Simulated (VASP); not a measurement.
# C214N (a cell with a defect) in VASP: relaxation of the atoms with PBE

Aim: the relaxation of the atoms of C214N (a cell with a defect) with PBE.

Program: VASP 6.6.1. These are calculated values, not measurements. Logs are shortened: lines on timing, memory, paths and dates and some standing lists are left out, and cuts for length are marked.

## Step 1: The structure

The cell holds a defect, 215 atoms: a = 10.715 Å, b = 10.715 Å, c = 10.715 Å, α = 90.00°, β = 90.00°, γ = 90.00°.

The cell was built by a generator and needn't be a form met in nature.

## Step 2: Relaxation of the atoms, PBE, collinear spin, ferromagnetic start

Input file INCAR:

```
SYSTEM = C214N
PREC     = Accurate       ! precision mode
ENCUT    = 420            ! plane-wave cutoff, eV
EDIFF    = 1E-5           ! SCF threshold, eV
ISMEAR   = 0              ! smearing method
SIGMA    = 0.01           ! smearing width, eV
LREAL    = Auto         
LASPH    = .True.         ! aspherical terms in the spheres
NELM     = 80             ! most SCF steps
ALGO     = Normal         ! electronic algorithm
ISIF     = 2              ! what is computed and relaxed
LWAVE    = .False.        ! write WAVECAR
LCHARG   = .False.        ! write CHGCAR
ISPIN    = 2              ! spin polarisation
MAGMOM   = 0 0 0 0 0 0 0 0 0 0 0 0 0 0 0 0 0 0 0 0 0 0 0 0 0 0 0 0 0 0 0 0 0 0 0 0 0 0 0 0 0 0 0 0 0 0 0 0 0 0 0 0 0 0 0 0 0 0 0 0 0 0 0 0 0 0 0.66 0 0 0 0 0 0 0 0 0 0 0 0 0 0 0 0 0 0 0 0 0 0 0 0 0 0 0 0 0 0 0 0 0 0 0 0 0 0 0 0 0 0 0 0 0 0 0 0 0 0 0 0 0 0 0 0 0 0 0 0 0 0 0 0 0 0 0 0 0 0 0 0 0 0 0 0 0 0 0 0 0 0 0 0 0 0 0 0 0 0 0 0 0 0 0 0 0 0.66 0 0 0 0 0 0 0 0 0 0 0 0 0 0 0 0 0 0 0 0 0 0 0 0 0 0 0 0 0 0 0 0 0 0.66 0 0 0 0 0 0 0 0 0 0 0 0 0 0 0 0 ! initial moments
LORBIT   = 11             ! projections on sites
NUPDOWN  = 2              ! fixed moment
GGA      = PE             ! functional
IBRION   = 2              ! ionic algorithm
NSW      = 40             ! ionic steps
EDIFFG   = -0.01          ! ionic threshold
NELECT   = 862          
ISYM     = 0            
NCORE    = 4
```

Input file KPOINTS:

```
Automatic mesh
0
Gamma
  1 1 1
  0 0 0
```

Input file POSCAR:

```
C214N
1.0
   10.7146500000      0.0000000000      0.0000000000
    0.0000000000     10.7146500000      0.0000000000
    0.0000000000      0.0000000000     10.7146500000
N C
1 214
Direct
    0.0833333333      0.0833333333      0.0833333333
    0.0000000000      0.1666666667      0.1666666667
    0.0833333333      0.2500000000      0.2500000000
    0.1666666667      0.0000000000      0.1666666667
    0.2500000000      0.0833333333      0.2500000000
    0.1666666667      0.1666666667      0.0000000000
[... 207 lines left out ...]
    0.8333333333      0.8333333333      0.6666666667
    0.9166666667      0.9166666667      0.7500000000
```

Potentials or basis: VASP PAW PBE potentials, release 64 (N, C).

The run is started by

```
> cat potpaw_PBE.64/N/POTCAR potpaw_PBE.64/C/POTCAR > POTCAR
> mpirun -np 8 vasp_gam > vasp.out
```

OUTCAR:

```text
SYSTEM = C214N
   PREC = Accurate
   ENCUT = 420
   EDIFF = 1E-5
   ISMEAR = 0
   LREAL = Auto
   LASPH = .True.
   NELM = 80
   ISIF = 2
   ISPIN = 2
   LORBIT = 11
   NUPDOWN = 2
   GGA = PE
   IBRION = 2
   NSW = 40
   EDIFFG = -0.01
   NELECT = 862
   ISYM = 0

 ion  position               nearest neighbor table
   1  0.083  0.083  0.083-   2 1.55   4 1.55   6 1.55
   2  0.000  0.167  0.167-   3 1.55 149 1.55 151 1.55   1 1.55
   3  0.083  0.250  0.250-   2 1.55  32 1.55  28 1.55  14 1.55
   4  0.167  0.000  0.167-   5 1.55  51 1.55  55 1.55   1 1.55
   5  0.250  0.083  0.250-   4 1.55  80 1.55  74 1.55  14 1.55
   6  0.167  0.167  0.000-   7 1.55  19 1.55  21 1.55   1 1.55
   7  0.250  0.250  0.083-   6 1.55  96 1.55  74 1.55  28 1.55
[... 57 lines left out ...]
  65  0.083  0.750  0.750-  64 1.55  66 1.55  68 1.55  70 1.55
  66  0.000  0.833  0.833-  65 1.55 213 1.55 215 1.55  67 1.55
  67  0.083  0.917  0.917-  20 1.55  54 1.55  66 1.55
  68  0.167  0.667  0.833-  47 1.55  65 1.55  69 1.55  43 1.55
  69  0.250  0.750  0.917-  54 1.55 120 1.55  68 1.55 138 1.55
  70  0.167  0.833  0.667-  61 1.55  65 1.55  71 1.55  59 1.55
  71  0.250  0.917  0.750-  20 1.55  88 1.55  70 1.55 138 1.55
  72  0.333  0.000  0.000-  21 1.55  55 1.55  73 1.55 139 1.55
  73  0.417  0.083  0.083-  72 1.55  76 1.55  78 1.55  74 1.55
[... 89 lines left out ...]
 163  0.750  0.250  0.917- 150 1.55 168 1.55 162 1.55 188 1.55
 164  0.833  0.000  0.833- 161 1.55 211 1.55 215 1.55 165 1.55
 165  0.917  0.083  0.917-  18 1.55 150 1.55 164 1.55
 166  0.833  0.167  0.667- 155 1.55 161 1.55 167 1.55 157 1.55
 167  0.917  0.250  0.750-  18 1.55  40 1.55 166 1.55 188 1.55
 168  0.667  0.333  0.000- 163 1.55  79 1.55 169 1.55 117 1.55
 169  0.750  0.417  0.083- 174 1.55 170 1.55 168 1.55 172 1.55
 170  0.667  0.500  0.167- 171 1.55 169 1.55 101 1.55 103 1.55
 171  0.750  0.583  0.250- 170 1.55 182 1.55 196 1.55 200 1.55
[... 25 lines left out ...]
 197  0.917  0.750  0.250-  50 1.55  56 1.55 196 1.55 206 1.55
 198  0.833  0.833  0.000- 193 1.55 211 1.55 213 1.55 199 1.55
 199  0.917  0.917  0.083-  50 1.55 148 1.55 198 1.55
 200  0.667  0.667  0.333- 125 1.55 171 1.55 201 1.55 111 1.55
 201  0.750  0.750  0.417- 202 1.55 204 1.55 200 1.55 206 1.55
 202  0.667  0.833  0.500- 201 1.55 133 1.55 203 1.55 135 1.55
 203  0.750  0.917  0.583- 156 1.55 160 1.55 202 1.55 214 1.55
 204  0.833  0.667  0.500- 201 1.55 179 1.55 205 1.55 183 1.55
 205  0.917  0.750  0.583-  58 1.55  64 1.55 204 1.55 214 1.55
[... 8 lines left out ...]
 214  0.833  0.833  0.667- 209 1.55 205 1.55 203 1.55 215 1.55
 215  0.917  0.917  0.750-  16 1.55  66 1.55 164 1.55 214 1.55

IMPORTANT INFORMATION: All symmetrisations will be switched off!
NOSYMM: (Re-)initialisation of all symmetry stuff for point group C_1.

----------------------------------------------------------------------------------------

                                     Primitive cell

  volume of cell :    1230.0817

  direct lattice vectors                    reciprocal lattice vectors
    10.714650000  0.000000000  0.000000000     0.093330160  0.000000000  0.000000000
     0.000000000 10.714650000  0.000000000     0.000000000  0.093330160  0.000000000
     0.000000000  0.000000000 10.714650000     0.000000000  0.000000000  0.093330160

  length of vectors
    10.714650000 10.714650000 10.714650000     0.093330160  0.093330160  0.093330160

  position of ions in fractional coordinates (direct lattice)
     0.083333333  0.083333333  0.083333333
     0.000000000  0.166666667  0.166666667
     0.083333333  0.250000000  0.250000000
     0.166666667  0.000000000  0.166666667
     0.250000000  0.083333333  0.250000000
     0.166666667  0.166666667  0.000000000
[... 175 lines left out ...]
     0.833333333  0.500000000  0.333333333
     0.916666667  0.583333333  0.416666667
   k-points           NKPTS =      1   k-points in BZ     NKDIM =      1   number of bands    NBANDS=    540
   number of dos      NEDOS =    301   number of ions     NIONS =    215
   total plane-waves  NPLWV = 373248
   dimension x,y,z NGX =    72 NGY =   72 NGZ =   72
   dimension x,y,z NGXF=   144 NGYF=  144 NGZF=  144
   ions per type =               1 214
   NGX,Y,Z   is equivalent  to a cutoff of  11.17, 11.17, 11.17 a.u.
   NGXF,Y,Z  is equivalent  to a cutoff of  22.34, 22.34, 22.34 a.u.
 SYSTEM =  C214N
   PREC   = accura    normal or accurate (medium, high low for compatibility)
   ISTART =      0    job   : 0-new  1-cont  2-samecut
   ICHARG =      2    charge: 1-file 2-atom 10-const
   ISPIN  =      2    spin polarized calculation?
   LNONCOLLINEAR =      F non collinear calculations
   LSORBIT =      F    spin-orbit coupling
   LASPH  =      T    aspherical Exc in radial PAW
   ENCUT  =  420.0 eV  30.87 Ry    5.56 a.u.  17.90 17.90 17.90*2*pi/ulx,y,z
   NELM   =     80;   NELMIN=  2; NELMDL= -5     # of ELM steps
   EDIFF  = 0.1E-04   stopping-criterion for ELM
   LREAL  =      T    real-space projection
   EDIFFG = -.1E-01   stopping-criterion for IOM
   NSW    =     40    number of steps for IOM
   IBRION =      2    ionic relax: 0-MD 1-quasi-New 2-CG
   NFREE  =      1    steps in history (QN), initial steepest desc. (CG)
   ISIF   =      2    stress and relaxation
   ISYM   =      0    0-nonsym 1-usesym 2-fastsym
   POTIM  = 0.5000    time-step for ionic-motion
   TEBEG  =    0.0;   TEEND  =   0.0 temperature during run
   PSTRESS=    0.0 pullay stress
   NELECT =     862.0000    total number of electrons
   NUPDOWN=       2.0000    fix difference up-down
   EMIN   =  10.00;   EMAX   =-10.00  energy-range for DOS
   EFERMI =   0.00;   METHOD = LEGACY
   ISMEAR =     0;   SIGMA  =   0.01  broadening in eV -4-tet -1-fermi 0-gaus
   EFERMI_NEDOS =   21; number of points for ismear=-14 and -15
   IALGO  =     38    algorithm
   IMIX   =      4    mixing-type and parameters
     AMIX     =   0.40;   BMIX     =  1.00
     AMIX_MAG =   1.60;   BMIX_MAG =  1.00
  volume/ion in A,a.u.               =       5.72        38.61
  Fermi-wavevector in a.u.,A,eV,Ry     =   1.454117  2.747882 28.768912  2.114455
  Thomas-Fermi vector in A             =   2.571305
   LORBIT       =     11    0 simple, 1 ext, 2 COOP (PROOUT), +10 PAW based schemes
   GGA     = PE    functional components
   LHFCALC =     F    Hartree Fock is set to
   AEXX    =    0.0000 exact exchange contribution
   IVDW    =     0    specifies the selected vdW correction
   LEPSILON=     F    determine dielectric tensor
   LRPA    =     F    only Hartree local field effects (RPA)
 conjugate gradient relaxation of ions
 spin polarized calculation
 Gauss-broadening in eV      SIGMA  =   0.01
  energy-cutoff  :      420.00
  volume of cell :     1230.08
 maximum number of plane-waves:     11936
 NGX is ok and might be reduce to    70
   NGX = 35   NGY = 35   NGZ = 35

--------------------------------------- Ionic step        1  -------------------------------------------

 number of electron     862.0000677 magnetization       2.0000000

 Free energy of the ion-electron system (eV)
  ---------------------------------------------------
  ext. energy  EPLUGINS =         0.00000000
  ---------------------------------------------------
  free energy    TOTEN  =     -1934.89201425 eV

  energy without entropy =    -1934.89201425  energy(sigma->0) =    -1934.89201425

------------------------ aborting loop because EDIFF is reached ----------------------------------------

  FORCE on cell =-STRESS in cart. coord.  units (eV):
  Direction    XX          YY          ZZ          XY          YZ          ZX
  --------------------------------------------------------------------------------------
  -------------------------------------------------------------------------------------
  Total       -3.1127432     -3.1127304     -3.1127088      2.9358105      2.9357803      2.9357407
  in kB       -4.0543376     -4.0543209     -4.0542928      3.8238833      3.8238440      3.8237924
  external PRESSURE =      -4.0543171 kB  Pullay stress =       0.0000000 kB
[... 728 lines left out ...]
  FREE ENERGIE OF THE ION-ELECTRON SYSTEM (eV)
  ---------------------------------------------------
  free  energy   TOTEN  =     -1935.4979664165 eV

  energy  without entropy=    -1935.4979664165  energy(sigma->0) =    -1935.49796642

[... ionic steps 4 to 13 ...]

--------------------------------------- Ionic step       14  -------------------------------------------

 number of electron     862.0000598 magnetization       2.0000000

------------------------ aborting loop because EDIFF is reached ----------------------------------------

  FORCE on cell =-STRESS in cart. coord.  units (eV):
  Direction    XX          YY          ZZ          XY          YZ          ZX
  --------------------------------------------------------------------------------------
  -------------------------------------------------------------------------------------
  Total        0.1668452      0.1668747      0.1668918      3.5980657      3.5980670      3.5980600
  in kB        0.2173153      0.2173538      0.2173761      4.6864685      4.6864703      4.6864611
  external PRESSURE =       0.2173484 kB  Pullay stress =       0.0000000 kB
[... 483 lines left out ...]
  energy  without entropy=    -1935.6728999799  energy(sigma->0) =    -1935.67289998

--------------------------------------- Ionic step       16  -------------------------------------------

 number of electron     862.0000597 magnetization       2.0000000

 Free energy of the ion-electron system (eV)
  ---------------------------------------------------
  ext. energy  EPLUGINS =         0.00000000
  ---------------------------------------------------
  free energy    TOTEN  =     -1935.67306769 eV

  energy without entropy =    -1935.67306769  energy(sigma->0) =    -1935.67306769

 E-fermi :  10.9094     XC(G=0): -13.2073

 val. band max:       11.4427396950   @ k =   0.0000   0.0000   0.0000
 cond. band min:      12.6585545713   @ k =   0.0000   0.0000   0.0000
 fundamental gap:      1.2158148763
 Fermi energy:        11.5617984345

 spin component 1

 k-point     1 :       0.0000    0.0000    0.0000
  band No.  band energies     occupation
      1     -11.8809      1.00000
      2     -11.0570      1.00000
      3     -10.8721      1.00000
      4     -10.8721      1.00000
      5     -10.8300      1.00000
      6     -10.8300      1.00000
[... 435 lines left out ...]
    442      14.3580      0.00000
    443      14.3580      0.00000
 Fermi energy:        10.9094465283

 spin component 2

 k-point     1 :       0.0000    0.0000    0.0000
  band No.  band energies     occupation
      1     -11.8757      1.00000
      2     -11.0538      1.00000
      3     -10.8694      1.00000
      4     -10.8694      1.00000
      5     -10.8230      1.00000
      6     -10.8230      1.00000
[... 435 lines left out ...]
    442      14.3644      0.00000
    443      14.3644      0.00000
 [bands above 443 left out]

------------------------ aborting loop because EDIFF is reached ----------------------------------------

  FORCE on cell =-STRESS in cart. coord.  units (eV):
  Direction    XX          YY          ZZ          XY          YZ          ZX
  --------------------------------------------------------------------------------------
  -------------------------------------------------------------------------------------
  Total        0.1515213      0.1514701      0.1515091      3.6051263      3.6051449      3.6051268
  in kB        0.1973559      0.1972893      0.1973401      4.6956650      4.6956892      4.6956656
  external PRESSURE =       0.1973285 kB  Pullay stress =       0.0000000 kB
[... 230 lines left out ...]
  FREE ENERGIE OF THE ION-ELECTRON SYSTEM (eV)
  ---------------------------------------------------
  free  energy   TOTEN  =     -1935.6730676944 eV

  energy  without entropy=    -1935.6730676944  energy(sigma->0) =    -1935.67306769

 reached required accuracy - stopping structural energy minimisation

 total charge

# of ion       s       p       d       tot
------------------------------------------
    1        1.218   2.660   0.000   3.878
    2        0.826   1.713   0.000   2.538
    3        0.834   1.758   0.000   2.592
    4        0.826   1.713   0.000   2.538
    5        0.834   1.758   0.000   2.592
    6        0.826   1.713   0.000   2.538
[... 207 lines left out ...]
  214        0.831   1.748   0.000   2.579
  215        0.832   1.747   0.000   2.579
--------------------------------------------------
tot        179.120 376.755   0.000 555.874

 magnetization (x)

# of ion       s       p       d       tot
------------------------------------------
    1       -0.001   0.001   0.000  -0.001
    2        0.000   0.001   0.000   0.001
    3        0.000   0.000   0.000   0.000
    4        0.000   0.001   0.000   0.001
    5        0.000   0.000   0.000   0.000
    6        0.000   0.001   0.000   0.001
[... 167 lines left out ...]
  174       -0.000  -0.000   0.000  -0.000
  175        0.000   0.002   0.000   0.002
  176        0.00
```

Run time: 29 min. Hardware: 8 MPI ranks of Intel Xeon Platinum 8259CL at 2.50GHz (Skylake/Cascade Lake), shared host; peak memory 0.32 GiB.

What came out:

```
Free energy                                           : -1935.6731 eV
Energy gained by relaxing                             : 3.6 meV/atom
Ionic steps                                           : 16
Largest force after relaxing                          : 0.009 eV/Å
Net moment                                            : 2.00 μB per cell
Site moments                                          : N -0.00; C +0.00, -0.00, +0.01, -0.01, +0.02, +0.33 μB
Valence electrons inside the program's atomic spheres : N 3.88; C 2.54, 2.59, 2.58, 2.57
```

The path:
```tsv
step	energy change (eV)	largest force (eV/Å)	pressure (GPa)
1	0.0000	2.8722	-0.41
2	-0.2676	2.5973	0.17
3	-0.6060	1.0267	-0.17
4	-0.6846	0.7703	0.09
5	-0.7425	0.2796	-0.02
6	-0.7635	0.2259	0.03
7	-0.7699	0.1076	0.01
8	-0.7763	0.0848	0.02
9	-0.7768	0.0573	0.02
10	-0.7794	0.0406	0.02
11	-0.7794	0.0403	0.02
12	-0.7804	0.0309	0.02
13	-0.7804	0.0295	0.02
14	-0.7809	0.0128	0.02
15	-0.7809	0.0140	0.02
16	-0.7811	0.0093	0.02
```

Caveat: the cell carries a net charge on a neutralising background, which shifts energy and pressure; the cell is charged against a uniform background, so pressure and absolute levels hang on convention; the cutoff is under 1.25 times the usual one of these potentials, so pressure, stress and relaxed cells hold a basis-set (Pulay) error; the total moment is fixed, so each spin has its own Fermi level.
